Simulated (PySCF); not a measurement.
Runs of PySCF 2.14.0 on Ge. The structure is cubic, space group Fd-3m (No. 227). Conventional cell: a = 5.658 Å, b = 5.658 Å, c = 5.658 Å, α = 90.00°, β = 90.00°, γ = 90.00°. Ge (site symmetry -43m) is surrounded by 4 Ge at 2.45 Å. 

| task | level | three-body dispersion term | V0 of scaled cells (Å³/atom) | B0 (GPa) |
| --- | --- | --- | --- | --- |
| equation of state | revPBE+D3(BJ) | yes | (b) | (a) |
| equation of state | revPBE+D3(OP) | no | 23.45 | 45 |
| equation of state | revPBE+D3(BJ) | no | 23.15 | 48 |
| equation of state | revPBE+D4 | yes | 23.19 | (c) |

Alike in all rows: potentials or basis DZVP-MOLOPT-SR/GTH-PBE (potentials made for PBE); no spin polarisation; cell as given; k mesh 4 × 4 × 4; smearing fermi-dirac 0.05 eV; the mesh is coarse, so values aren't converged.

Problem. Estimate the missing entries.

Solution. (a) 47; (b) 23.23; (c) 50.

Caveats: all runs use coarse meshes; the potentials were made for another functional, which shifts forces and pressure; the basis of atomic orbitals isn't converged, which shifts pressures, moduli and gaps.

Runs at the PBE level aren't shown here.
